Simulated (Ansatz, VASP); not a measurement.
**Cross-check of Zr (Zr strained to the junction's net) between VASP and Ansatz**

Aim: how closely do two programs agree when they are given the same cell, functional and k mesh? The structure shown is the end of the Ansatz relaxation below.

Calculated with Ansatz 0.2.0; plane waves, with VASP 6.6.1 beside it; single point at PBE with D3(BJ).

### Step 1. Starting point

The structure is hexagonal, space group P6_3/mmc (No. 194). The conventional cell has a = 3.170 Å, b = 3.170 Å, c = 5.136 Å, α = 90.00°, β = 90.00°, γ = 120.00°. Nearest to Zr lie 12 Zr at 3.15 to 3.17 Å.

Coordinates:

```cif
data_structure
_symmetry_space_group_name_H-M 'P6_3/mmc'
_symmetry_Int_Tables_number 194
_cell_length_a 3.1700
_cell_length_b 3.1700
_cell_length_c 5.1357
_cell_angle_alpha 90.000
_cell_angle_beta 90.000
_cell_angle_gamma 120.000
_cell_volume 44.69
loop_
_atom_site_label
_atom_site_type_symbol
_atom_site_symmetry_multiplicity
_atom_site_Wyckoff_symbol
_atom_site_fract_x
_atom_site_fract_y
_atom_site_fract_z
_atom_site_occupancy
Zr1 Zr 2 d 0.33333 0.66667 0.75000 1
```

### Step 2. Ansatz: relaxation, PBE with D3(BJ)

Ansatz runs on its default PAW (the set named soft_2) files.

This run makes the geometry at which the two programs are then compared.

input.yaml reads:

```yaml
crystal:
  lattice:
    - [3.17, 0.0, 0.0]
    - [-1.585, 2.74530053, 0.0]
    - [0.0, 0.0, 5.2372260062]
  atoms:
    - { symbol: Zr, position: [0.0, 0.0, 0.0] }
    - { symbol: Zr, position: [0.3333333333, 0.6666666667, 0.5] }
kpoints:
  mp_grid: { grid: [12, 12, 6] }
scf:
  occupations: { method: fermi_dirac, width: 0.1 }
  max_iter: 150
hamiltonian:
  xc: pbe
  dispersion: d3bj
relax:
  f_tol: 0.01
  max_steps: 40
  cell: { fix: [a, b, angles] }
```

Started as:

```
$ ansatz run input.yaml --threads 8 --pin off --max-ram 20480MiB --backend cpu --events-out ev --progress --plain --runs-dir out
```

Numbers of over 12 decimals in the logs are rounded to 6 here.

What it wrote:

```text
Engine: ansatz 0.2.0, aarch64-unknown-linux-gnu
Pseudopotentials: kind: paw
Pseudopotential: Zr, paw, valence charge 12, recommended cutoff 420 eV (normal), Zr.paw.azcp
Functional definition: PBE
  parameter kappa = 0.804
  parameter beta = 0.066725
  exchange = pbe_x(kappa = kappa, mu = beta*pi^2/3)
  correlation = pbe_c(beta = beta)
Crystal: 2 atoms, lattice volume = 45.577 Å³
Basis set: ecut = 420 eV, 893 PW (Γ), exchange–correlation on 48×48×72 points (8 copies of the dense FFT grid, shifted against one another)
Bands: 16, of which v1, the nominal top of the filled ones, is band 12 counted from 1 (11 counted from 0)
Symmetry: 24 space group operations
Space group: P63/mmc (ITA 194), of the structure as read, at distance tolerance 3.6e-5 Å
k-points: 76 of 864
Non-local potential: Zr, projectors of the file, l = 0: 3, l = 1: 2, l = 2: 2, l = 3: 2
PAW form: soft (Blöchl's): semilocal exchange-correlation on the pseudo side does not see the compensation charge
PAW one-centre angular grid: Zr, 590 points (default); XC on 64 Gauss nodes
Initial density: superposition of atomic densities (neutral atoms: chi_scale 0, normalization atom), corrected by the library's trained network
Initial wavefunctions: pseudopotential atomic-orbital guess
Functional: x = pbe(κ = 0.804, μ = 0.219515), c = pbe(β = 0.066725)
SCF iter   1: F=—  HF=-8368.768644 eV  |F-HF|=—  |Δ(HF+E_count)|=         —  Δρ=2.60e-3  dr2=1.03e-3  ethr=1.77e-3  ⟨swp⟩=4.8  Hψ=5171  notcnv=0
preconditioner: auto → Kerker (q_TF=auto, 2.452 Å⁻¹)  [metal: Δε(μ)=0.029 eV  Ē_g=3.199 eV  σ=0.100 eV  W_gap=0.07  n_scr=10 (ndim 8)  ℏωp=15.6 eV  f_vac=0.000  D(μ)=2.25/eV (n_scr^D=22)]
SCF iter   2: F=—  HF=-8368.768085 eV  |F-HF|=—  |Δ(HF+E_count)|=   5.58e-4  Δρ=1.59e-3  dr2=4.42e-4  ethr=4.29e-6  ⟨swp⟩=2.5  Hψ=2676  notcnv=0
SCF iter   3: F=—  HF=-8368.768427 eV  |F-HF|=—  |Δ(HF+E_count)|=   3.41e-4  Δρ=2.96e-4  dr2=2.51e-5  ethr=1.84e-6  ⟨swp⟩=3.0  Hψ=2200  notcnv=0
SCF iter   4: F=—  HF=-8368.768429 eV  |F-HF|=—  |Δ(HF+E_count)|=   1.95e-6  Δρ=1.19e-4  dr2=4.83e-6  ethr=1.05e-7  ⟨swp⟩=2.4  Hψ=2053  notcnv=0
iter 5 did not close the SCF: its close was put off for the readings that it lacked (scf_convergence_deferred on its scf_iter line)
SCF iter   5: F=-8368.768428 eV  HF=-8368.768428 eV  |F-HF|=4.21e-9  |Δ(HF+E_count)|=   7.82e-7  Δρ=1.53e-5  dr2=7.04e-8  ethr=2.01e-8  ⟨swp⟩=2.1  Hψ=1975  notcnv=0
SCF iter   6: F=-8368.768428 eV  HF=-8368.768428 eV  |F-HF|=1.14e-9  |Δ(HF+E_count)|=   3.69e-9  Δρ=3.69e-6  dr2=3.60e-9  ethr=2.93e-10  ⟨swp⟩=1.8  Hψ=4141  notcnv=0
SCF 1 converged in 6 iterations: F = -8368.768428 eV  dr2 = 3.60e-9
  greatest PAW one-centre occupation: 0.996 electrons in one spin orbital (limit 2), on the Zr atom at site 1 (counted from 0), in its partial waves of l = 0
relax step   1: F+E_penalty+E_count = -8368.76842796 eV  Δ(F+E_penalty+E_count) = +0.000e0 eV  max|allowed force component| = 1.214e-17 eV/Å  Δτ_max = 0.0000 Å  P = -1.509 GPa  Ω = 45.577 Å³  fix = [a, b, alpha, beta, gamma]  reactions: a -0.658, b -0.658 GPa  (6 SCF iters, dr2 threshold 1.00e-7 eV, accepted)
[...]
relax step   2: F+E_penalty+E_count = -8368.77465377 eV  Δ(F+E_penalty+E_count) = -6.226e-3 eV  max|allowed force component| = 1.133e-16 eV/Å  Δτ_max = 0.0000 Å  P = +1.673 GPa  Ω = 44.201 Å³  energy of the carried Pulay correction = +1.681e-4 eV  fix = [a, b, alpha, beta, gamma]  reactions: a +1.523, b +1.523 GPa  (6 SCF iters, dr2 threshold 2.00e-7 eV, accepted)
[...]
relax step   3: F+E_penalty+E_count = -8368.77758050 eV  Δ(F+E_penalty+E_count) = -2.927e-3 eV  max|allowed force component| = 6.939e-18 eV/Å  Δτ_max = 0.0000 Å  P = +0.403 GPa  Ω = 44.725 Å³  energy of the carried Pulay correction = +1.035e-4 eV  fix = [a, b, alpha, beta, gamma]  reactions: a +0.665, b +0.665 GPa  (4 SCF iters, dr2 threshold 2.00e-7 eV, accepted)
[...]
relax step   4: F+E_penalty+E_count = -8368.77759629 eV  Δ(F+E_penalty+E_count) = -1.579e-5 eV  max|allowed force component| = 1.503e-17 eV/Å  Δτ_max = 0.0000 Å  P = +0.475 GPa  Ω = 44.694 Å³  energy of the carried Pulay correction = +1.073e-4 eV  fix = [a, b, alpha, beta, gamma]  reactions: a +0.714, b +0.714 GPa  (3 SCF iters, dr2 threshold 3.73e-8 eV, accepted)
[...]
relax step   5: F+E_penalty+E_count = -8368.77749831 eV  Δ(F+E_penalty+E_count) = +9.798e-5 eV  max|allowed force component| = 9.252e-18 eV/Å  Δτ_max = 0.0000 Å  P = +0.473 GPa  Ω = 44.694 Å³  fix = [a, b, alpha, beta, gamma]  reactions: a +0.714, b +0.714 GPa  stress off target by 7.53e-3 GPa on what of the cell is left free  SCF on the basis re-selected at this cell (its energy is not comparable with the rows above)  (4 SCF iters)
basis re-selected at this cell: Δ(F+E_penalty+E_count) = +9.798e-5 eV, ΔP = -0.001 GPa vs the last step (what re-selecting the basis moved, of the pressure what is left beyond the Pulay correction that the steps carried, after the strain that the cell walked since its last selection, with what the two solves' SCF thresholds leave and, on support functions, any second-order correction that the steps lacked; it is no m [...]
SCF converged after 4 iterations
Free energy (F): -8368.777498 eV
Harris-Foulkes:  -8368.777498 eV  (|F-HF|=3.64e-12)
Internal energy: -8368.705823 eV  (E = F + TS)
E sigma→0 (E₀):  -8368.741660 eV
Entropy (-TS):   -0.071676 eV (-35.838 meV/atom)
Fermi energy:    14.648135 eV
--- Per-component energies (eV) ---
  E_band       = -176.273599
  E_kinetic    = 667.769911
  E_local      = -1215.273638  (includes V_loc(G=0)·N_el)
  E_nonlocal   = 161.441562
  E_hartree    = 376.848581
  E_xc         = -323.802527
  E_vxc        = -382.525752  (∫ρ·V_xc dr)
  E_paw        = -5908.453820  (= ΣΔE_a)
  E_vpaw       = -161.382904  (= ΣTr[D̂ρ^β])
  E_aug_tail   = 0.000050  (compensation charges beyond the density's cutoff)
  E_ewald      = -2126.132824
  E_disp       = -1.103117  (pairwise vdW)
  E_smearing   = -0.071676  (= −TS)
  E_closure    = 0.000000  (closes the sum)
  Σ components = -8368.777498   (vs F -8368.777498, Δ=0.00e0)
--- Forces (eV/Å), atoms counted from 1 ---
  atom   1  Zr    -0.00000000     0.00000000     0.00000000
  atom   2  Zr    -0.00000000    -0.00000000     0.00000000
  max |Σ_I F_I| component: 5.55e-17 eV/Å
--- Stress (GPa, compression-positive) ---
        0.713770       0.000000       0.000000
        0.000000       0.713770       0.000000
        0.000000       0.000000      -0.007527
  P = ⅓ Tr σ = 0.4733 GPa (4.733 kbar)
--- Band table (eV; the first three rows and the last of 76) ---
  k-point 0: bands = [... 8 lower, 8.9661, 11.5369, 15.5628, 15.5793, 15.5793, 15.8793, 16.2719, 16.2719]
  k-point 1: bands = [... 8 lower, 9.2018, 11.5217, 15.3883, 15.4680, 15.4863, 15.4863, 16.1122, 16.1122]
  k-point 2: bands = [... 8 lower, 9.8461, 11.3206, 14.8001, 14.9798, 15.4103, 15.4103, 15.7846, 15.7846]
  k-point 75: bands = [... 8 lower, 13.1759, 13.1759, 13.3711, 13.3711, 14.6943, 14.6943, 16.7477, 16.7477]
--- Relaxed structure (4 steps of the walk, 4 accepted, 1 SCFs on fresh bases) ---
  F+E_penalty+E_count = -8368.77749831 eV   max|allowed force component| = 9.252e-18 eV/Å   (the final SCF, on the basis selected at the relaxed cell)
  cell:  # Å, volume = 44.6944 Å³
    - [3.170000, 0, 0.0]
    - [-1.585000, 2.745301, 0.0]
    - [0.0, 0.0, 5.135748]
  atoms:
    - { symbol: Zr, position: [9.251858539620026e-18, -5.0885221963063406e-17, 0.0] }
    - { symbol: Zr, position: [0.333333, 0.666667, 0.500000] }
```

### Step 3. VASP: single point, PBE with D3(BJ)

The same cell, functional, mesh and smearing now go to VASP, with its own data sets.

Lines of VASP's logs that name or quote its potential files are left out, and so is its time.

INCAR reads:

```
SYSTEM = Zr
PREC = Accurate
ENCUT = 500
EDIFF = 1E-06
NELM = 120
ISMEAR = -1
SIGMA = 0.1
LREAL = .FALSE.
ALGO = Normal
GGA = PE
IVDW = 12
NBANDS = 18
LASPH = .TRUE.
LORBIT = 11
LWAVE = .FALSE.
LCHARG = .FALSE.
ISIF = 2
GGA_COMPAT = .FALSE.
KPAR = 2
```

POSCAR reads:

```
Zr
1.0
    3.1700000000      0.0000000000      0.0000000000
   -1.5850000000      2.7453005300      0.0000000000
    0.0000000000      0.0000000000      5.1357478283
Zr
2
Direct
    0.0000000000      1.0000000000      0.0000000000
    0.3333333334      0.6666666666      0.5000000000
```

KPOINTS reads:

```
Automatic mesh
0
Gamma
12 12 6
0 0 0
```

Potentials, in the order of the species: Zr_sv (PBE family, release 64).

Started as:

```
$ mpirun -np 2 vasp_std
```

What it wrote:

```text
[banner, memory and clock lines left out]
running    2 mpi-ranks, on    1 nodes
 distrk:  each k-point on    1 cores,    2 groups
 distr:  one band on    1 cores,    1 groups

 POSCAR found type information on POSCAR Zr
 POSCAR found :  1 types and       2 ions
 LDA part: xc-table for (Slater+PW92), standard interpolation
 POSCAR, INCAR and KPOINTS ok, starting setup
 FFT: planning ... GRIDC
 FFT: planning ... GRID_SOFT
 FFT: planning ... GRID
 WAVECAR not read
 entering main loop
       N       E                     dE             d eps       ncg     rms          rms(c)
DAV:   1     0.215746285858E+03    0.21575E+03   -0.13224E+04  2736   0.130E+03
DAV:   2    -0.426153545641E+01   -0.22001E+03   -0.21651E+03  3268   0.376E+02
DAV:   3    -0.173877865089E+02   -0.13126E+02   -0.12981E+02  4858   0.685E+01
DAV:   4    -0.176797707141E+02   -0.29198E+00   -0.29158E+00  3218   0.103E+01
DAV:   5    -0.176899133497E+02   -0.10143E-01   -0.10136E-01  4130   0.135E+00    0.154E+01
DAV:   6    -0.171394582792E+02    0.55046E+00   -0.86880E-01  2952   0.754E+00    0.625E+00
DAV:   7    -0.170362004470E+02    0.10326E+00   -0.58894E-01  3958   0.540E+00    0.113E+00
DAV:   8    -0.170426883373E+02   -0.64879E-02   -0.38256E-02  3560   0.155E+00    0.265E-01
DAV:   9    -0.170428957692E+02   -0.20743E-03   -0.14717E-03  3438   0.367E-01    0.324E-02
DAV:  10    -0.170428552825E+02    0.40487E-04   -0.40760E-05  3684   0.414E-02    0.220E-02
DAV:  11    -0.170428568755E+02   -0.15931E-05   -0.94010E-06  2980   0.353E-02    0.288E-03
DAV:  12    -0.170428567931E+02    0.82419E-07   -0.27865E-07  1710   0.399E-03
   1 F= -.18145576E+02 E0= -.18109759E+02  d E =-.716348E-01
```

OUTCAR, selected parts (step 3):

```text
ion  position               nearest neighbor table
   1  0.000  0.000  0.000-   2 3.15   2 3.15   2 3.15   2 3.15   2 3.15   2 3.15
   2  0.333  0.667  0.500-   1 3.15   1 3.15   1 3.15   1 3.15   1 3.15   1 3.15

  LATTYP: Found a hexagonal cell.
 ALAT       =     3.1700000000
 C/A-ratio  =     1.6201097250

 Subroutine GETGRP returns: Found 24 space group operations
 (whereof 12 operations were pure point group operations)

The static configuration has the point symmetry D_3h.
 The point group associated with its full space group is D_6h.

 Found     76 irreducible k-points:

   k-points           NKPTS =     76   k-points in BZ     NKDIM =     76   number of bands    NBANDS=     18

   dimension x,y,z NGX =    24 NGY =   24 NGZ =   40
   dimension x,y,z NGXF=    48 NGYF=   48 NGZF=   80

   ENCUT  =  500.0 eV  36.75 Ry    6.06 a.u.   5.78  5.78  9.36*2*pi/ulx,y,z

   NELECT =      24.0000    total number of electrons

 k-points in reciprocal lattice and weights: Automatic mesh
   0.00000000  0.00000000  0.00000000       0.001
   0.08333333  0.00000000  0.00000000       0.007
   0.16666667  0.00000000  0.00000000       0.007
   0.25000000  0.00000000  0.00000000       0.007
   0.33333333 -0.00000000  0.00000000       0.007
   0.41666667  0.00000000  0.00000000       0.007
   0.50000000  0.00000000  0.00000000       0.003
   0.08333333  0.08333333  0.00000000       0.007
   0.16666667  0.08333333  0.00000000       0.014
[...]
0.33333333  0.25000000  0.50000000       0.014
   0.33333333  0.33333333  0.50000000       0.002

 average (electrostatic) potential at core
       1 -74.0248       2 -74.0248

 E-fermi :   9.4242

 k-point     1 :       0.0000    0.0000    0.0000
  band No.  band energies     occupation
    ...
      6     -16.7627      2.00000
      7     -16.7412      2.00000
      8     -16.7412      2.00000
      9       3.7309      2.00000
     10       6.3092      2.00000
     11      10.3395      0.00021
     12      10.3562      0.00018
     13      10.3562      0.00018
     14      10.6536      0.00001
     15      11.0488      0.00000
    ...

 k-point     2 :       0.0833    0.0000    0.0000
  band No.  band energies     occupation
    ...
      6     -16.7998      2.00000
      7     -16.7719      2.00000
      8     -16.7490      2.00000
      9       3.9371      2.00000
     10       6.5010      2.00000
     11       9.8569      0.02608
     12      10.2495      0.00052
     13      10.5488      0.00003
     14      10.7154      0.00000
     15      10.8801      0.00000
    ...

 k-point     3 :       0.1667    0.0000    0.0000
  band No.  band energies     occupation
    ...
      8     -16.7717      2.00000
      9       4.5134      2.00000
     10       6.9839      2.00000
     11       9.2726      1.64003
     12       9.3801      1.21711
     13      10.4104      0.00010
     14      11.1135      0.00000
     15      11.1749      0.00000
     16      11.2142      0.00000
     17      11.2473      0.00000
    ...

 Edisp (eV)   -1.10272

  Total       0.21149     0.21149     0.00704     0.00000     0.00000     0.00000
  in kB       7.58141     7.58141     0.25229     0.00000     0.00000     0.00000
  external pressure =        5.14 kB  Pullay stress =        0.00 kB

  energy-cutoff  :      500.00
  volume of cell :       44.69
      direct lattice vectors                 reciprocal lattice vectors
     3.170000000  0.000000000  0.000000000     0.315457413  0.182129422  0.000000000
    -1.585000000  2.745300530  0.000000000     0.000000000  0.364258845  0.000000000
     0.000000000  0.000000000  5.135747828     0.000000000  0.000000000  0.194713610

 POSITION                                       TOTAL-FORCE (eV/Angst)
 -----------------------------------------------------------------------------------
      0.00000      0.00000      0.00000         0.000000     -0.000000      0.000000
      0.00000      1.83020      2.56787        -0.000000      0.000000      0.000000
 -----------------------------------------------------------------------------------
    total drift:                               -0.000001      0.000000      0.000000

  FREE ENERGIE OF THE ION-ELECTRON SYSTEM (eV)
  ---------------------------------------------------
  free  energy   TOTEN  =       -18.1455764866 eV

  energy  without entropy=      -18.0739416757  energy(sigma->0) =      -18.10975908

 total charge
# of ion       s       p       d       tot
------------------------------------------
    1        2.240   5.960   1.673   9.873
    2        2.240   5.960   1.673   9.873
--------------------------------------------------
tot          4.480  11.921   3.346  19.747

[... 3 further parts left out ...]
```

The run ends at a pressure of 0.51 GPa.

### Step 4. Differences

Known differences besides the potentials themselves: the cutoff is 420 eV in Ansatz and 500 eV in VASP; Ansatz's pressure holds a Pulay correction, VASP's none. Total energies have different zeros and are not compared.

The two programs side by side:

```csv
quantity,Ansatz,VASP,difference
pressure (GPa),0.47,0.51,-0.04
```

### Step 5. Summary of results

```
difference in pressure (single point, PBE with D3(BJ)) : -0.040 GPa
```

**Reading.** The difference in pressure is -0.040 GPa (single point, PBE with D3(BJ)), within the 1 GPa picked in this series as the mark of a large difference. How closely two codes agree says nothing of how well the functional describes the real material.

[Lines on the potential files, build, host, timing and source positions are cut from VASP's logs without a mark.]

[Logs are printed without paths, hosts, clocks, repeated set-up lines and the standing remarks that a program may print on its own settings, such as how far it seeks lower states.]

[Hosts, paths, dates, database ids (printed as entryN), source tags and the programs' standing remarks are cut or masked in the printed files.]
